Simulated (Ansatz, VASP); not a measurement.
## Sc: VASP beside Ansatz

The input INCAR:

```
SYSTEM = Sc
PREC     = Accurate       ! precision mode
ENCUT    = 520            ! plane-wave cutoff, eV
EDIFF    = 1E-6           ! SCF threshold, eV
ISMEAR   = -1             ! smearing method
SIGMA    = 0.1            ! smearing width, eV
LREAL    = .FALSE.        ! projectors in reciprocal space
LASPH    = .TRUE.         ! aspherical terms in the spheres
NELM     = 100            ! most SCF steps
ALGO     = Normal         ! electronic algorithm
ISIF     = 2              ! what is computed and relaxed
LWAVE    = .FALSE.        ! write WAVECAR
LCHARG   = .FALSE.        ! write CHGCAR
GGA      = CA             ! functional
NBANDS   = 24             ! bands
```

Contents of KPOINTS:

```
regular mesh
0
G
  8 8 11
  0 0 0
```

Contents of POSCAR:

```
Sc
1.0
    5.0363043967      0.0000000000      0.0000000000
   -2.5181521983      4.3615675487      0.0000000000
    0.0000000000      0.0000000000      3.1758580648
Sc
3
Direct
    0.0000000000      1.0000000000      0.0000000000
    0.3333333333      0.6666666667      0.5000000000
    0.6666666667      0.3333333333      0.5000000000
```

Input for Ansatz:

```yaml
crystal:
  lattice:
    - [5.0363043967, 0.0, 0.0]
    - [-2.5181521983, 4.3615675487, 0.0]
    - [0.0, 0.0, 3.1758580648]
  atoms:
    - { symbol: Sc, position: [0.0, 1.0, 0.0] }
    - { symbol: Sc, position: [0.3333333333, 0.6666666667, 0.5] }
    - { symbol: Sc, position: [0.6666666667, 0.3333333333, 0.5] }
hamiltonian:
  xc: lda
  pseudopotentials:
    kind: paw
    azcp:
      Sc: "pseudopotentials/Sc.paw.azcp"
basis:
  ecutwfc: 420
  fft_grid_basis: typed
kpoints:
  mp_grid: { grid: [8, 8, 11], shift: [0, 0, 0] }
magnetization:
  spin_polarized: false
scf:
  occupations: { method: fermi_dirac, width: 0.1 }
  lower_state_search: "off"
output:
  stress: true
```

Alike in both runs: task single point; functional LDA; k mesh 8 × 8 × 11; occupations fermi-dirac, width 0.1 eV; no spin polarisation.

|  | VASP | Ansatz |
| --- | --- | --- |
| version | VASP 6.6.1 | Ansatz 0.2.0 |
| potentials or method | VASP PAW LDA potentials, release 64 (Sc_sv) | plane waves (420 eV) with PAW, scalar-relativistic |
| plane-wave cutoff (eV) | 520 | 420 |
| valence electrons in the cell | 33 | 33 |

Ansatz gave:

| Quantity | Value |
| --- | --- |
| pressure (GPa) | -2.2 |

Task: Which values does VASP return?

Result: Pressure (GPa): -2.1.

Ansatz warned: «pseudo_functional_mismatch».
